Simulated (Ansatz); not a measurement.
**Sensitivity of the gradients in ZnS to the input**

Cell: a computed structure from the Materials Project (it need not be an observed phase), taken as it stands.

```cif
data_structure
_symmetry_space_group_name_H-M 'P 1'
_symmetry_Int_Tables_number 1
_cell_length_a 3.8073
_cell_length_b 3.8073
_cell_length_c 49.8454
_cell_angle_alpha 90.000
_cell_angle_beta 90.000
_cell_angle_gamma 120.000
_cell_volume 625.75
loop_
_atom_site_label
_atom_site_type_symbol
_atom_site_fract_x
_atom_site_fract_y
_atom_site_fract_z
_atom_site_occupancy
Zn1 Zn 0.33333 0.66667 0.56266 1
Zn2 Zn 0.66667 0.33333 0.12495 1
Zn3 Zn 0.00000 0.00000 0.37501 1
Zn4 Zn 0.33333 0.66667 0.06250 1
Zn5 Zn 0.66667 0.33333 0.50014 1
Zn6 Zn 0.33333 0.66667 0.31249 1
Zn7 Zn 0.66667 0.33333 0.25001 1
Zn8 Zn 0.00000 0.00000 0.81251 1
Zn9 Zn 0.66667 0.33333 0.74998 1
Zn10 Zn 0.00000 0.00000 0.18750 1
Zn11 Zn 0.33333 0.66667 0.43752 1
Zn12 Zn 0.33333 0.66667 0.93747 1
Zn13 Zn 0.00000 0.00000 0.62504 1
Zn14 Zn 0.66667 0.33333 0.87500 1
Zn15 Zn 0.33333 0.66667 0.68752 1
Zn16 Zn 0.00000 0.00000 0.00001 1
S17 S 0.00000 0.00000 0.23439 1
S18 S 0.33333 0.66667 0.35930 1
S19 S 0.66667 0.33333 0.29683 1
S20 S 0.66667 0.33333 0.54702 1
S21 S 0.33333 0.66667 0.10931 1
S22 S 0.66667 0.33333 0.79678 1
S23 S 0.33333 0.66667 0.98428 1
S24 S 0.66667 0.33333 0.92181 1
S25 S 0.00000 0.00000 0.85938 1
S26 S 0.33333 0.66667 0.60940 1
S27 S 0.00000 0.00000 0.42190 1
S28 S 0.33333 0.66667 0.73432 1
S29 S 0.00000 0.00000 0.67190 1
S30 S 0.00000 0.00000 0.04688 1
S31 S 0.66667 0.33333 0.17176 1
S32 S 0.33333 0.66667 0.48435 1
```

Atom numbers follow the list; atoms alike are taken as one site, whose name carries the number of the first.

Reference run. Method: Kohn–Sham DFT in Ansatz, PBE, plane waves and PAW, scalar-relativistic, 420 eV cutoff, Γ-centred 8×8×1 k-points, Fermi–Dirac smearing 0.02 eV.

Question: The input is changed as follows: `kpoints.mp_grid.grid`: [8, 8, 1] → [4, 4, 1]; `scf.mixing.algorithm`: not typed → msr1; `scf.mixing.beta`: not typed → 0.05; `hamiltonian.xc`: pbe → pbesol. What happens to V_zz (10²¹ V/m²) and η?

Answer: 

| site | atom | V_zz reference | η reference | V_zz changed | η changed |
| --- | --- | --- | --- | --- | --- |
| Zn11 | 11 | 0.12 | 0.00 | 0.25 | 0.00 |
| S17 | 17 | 0.20 | 0.00 | 0.67 | 0.00 |
| S19 | 19 | 0.069 | 0.00 | 0.53 | 0.00 |
| S20 | 20 | 0.21 | 0.00 | 0.67 | 0.00 |
| S21 | 21 | 0.055 | 0.00 | 0.52 | 0.00 |
| S22 | 22 | 0.13 | 0.00 | 0.58 | 0.00 |
| S24 | 24 | 0.064 | 0.00 | 0.53 | 0.00 |
| S25 | 25 | 0.19 | 0.00 | 0.66 | 0.00 |
| S28 | 28 | 0.059 | 0.00 | 0.52 | 0.00 |
| S29 | 29 | 0.18 | 0.00 | 0.65 | 0.00 |
| S32 | 32 | 0.18 | 0.00 | 0.63 | 0.00 |
| S30 | 30 | 0.19 | 0.00 | 0.66 | 0.00 |

The largest change of V_zz is on S17, from 0.20 to 0.67. V_zz changes sign on Zn5 (same axis), Zn8 (same axis), Zn3 (same axis), Zn13 (same axis) (not in the table). The table leaves out 14 of the 26 sites, with |V_zz| up to 0.59; their tensors move by 0.46 at most along any direction. The statements above cover all sites. SCF iterations: 8 and 10. In the changed run the k-mesh is coarser than the standard one, so its values aren't converged ones.
